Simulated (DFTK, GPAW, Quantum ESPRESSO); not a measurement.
One calculation of Si, 4 ways

```
Si
1.0
     0.00000    2.72185    2.72185
     2.72185    0.00000    2.72185
     2.72185    2.72185    0.00000
Si
2
Direct
  0.50000 0.50000 0.50000
  0.75000 0.75000 0.75000
```

Alike in all runs: task equation of state; functional LDA; k mesh 8 × 8 × 8; occupations fermi-dirac, width 0.05 eV; no spin polarisation; no spin-orbit coupling. LDA stands for any of its common fits.

| program and potentials | plane-wave cutoff (eV) | notes | equilibrium volume (Å³/atom) | bulk modulus (GPa) |
| --- | --- | --- | --- | --- |
| DFTK, PseudoDojo SR LDA 0.4.1 stringent (LDA) | 435 | - | 19.62 | 96.3 |
| Quantum ESPRESSO, PseudoDojo 0.4.1 SR LDA standard | 435 | - | 19.62 | 96.3 |
| GPAW, PAW data sets generated for this functional | 600 | - | 19.75 | 96.7 |
| Quantum ESPRESSO, GBRV 1.5 LDA | 612 | - | ? | ? |

**Question.** Estimate from the other rows what the run with Quantum ESPRESSO, GBRV 1.5 LDA gave.

**Answer.** Equilibrium volume 19.69 Å³/atom; bulk modulus 96.6 GPa. The other rows, which needn't bracket it: equilibrium volume 19.62 to 19.75; bulk modulus 96.3 to 96.7.
